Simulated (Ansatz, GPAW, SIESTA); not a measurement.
**SrCl2: programs and potentials compared**

```
Sr Cl
1.0
     0.00000    3.48835    3.48835
     3.48835    0.00000    3.48835
     3.48835    3.48835    0.00000
Sr Cl
1 2
Direct
  0.00000 0.00000 0.00000
  0.75000 0.75000 0.75000
  0.25000 0.25000 0.25000
```

Alike in all runs: task band structure; functional PBE; k mesh 7 × 7 × 7; occupations fermi-dirac, width 0.05 eV; no spin polarisation; no spin-orbit coupling. Pressure is positive in compression and, in plane waves, holds the error of the finite cutoff. Gaps are the smaller of the mesh's and the band path's.

```csv
program and potentials,plane-wave cutoff (eV),notes,band gap (eV),pressure (GPa)
"GPAW, GPAW PAW data sets (gpaw-data 1.2.1)",600,-,5.34,1.05
"Ansatz, all-electron LAPW, scalar-relativistic",-,-,5.34,0.99
"SIESTA, files PseudoDojo sr-pbe-0.4.1-standard, DZP (energy shift 0.003 Ry; two zetas on semicore shells; d shell added on Sr)",-,atomic basis,5.46,1.21
```

The band gap spans 5.34 (Ansatz, all-electron LAPW, scalar-relativistic) to 5.46 eV (SIESTA, files PseudoDojo sr-pbe-0.4.1-standard, DZP (energy shift 0.003 Ry; two zetas on semicore shells; d shell added on Sr)), with all-electron results at 5.34. The pressure spans 0.99 (Ansatz, all-electron LAPW, scalar-relativistic) to 1.21 GPa (SIESTA, files PseudoDojo sr-pbe-0.4.1-standard, DZP (energy shift 0.003 Ry; two zetas on semicore shells; d shell added on Sr)), with all-electron results at 0.99. The paths' points differ, which is worth about 0.01 eV. Rows in atomic bases carry the error of their basis and grid, which can be large.

The functional is the same throughout but for its coding, so the spread measures potentials, basis and numerics; runs on potential files found faulty are left out.
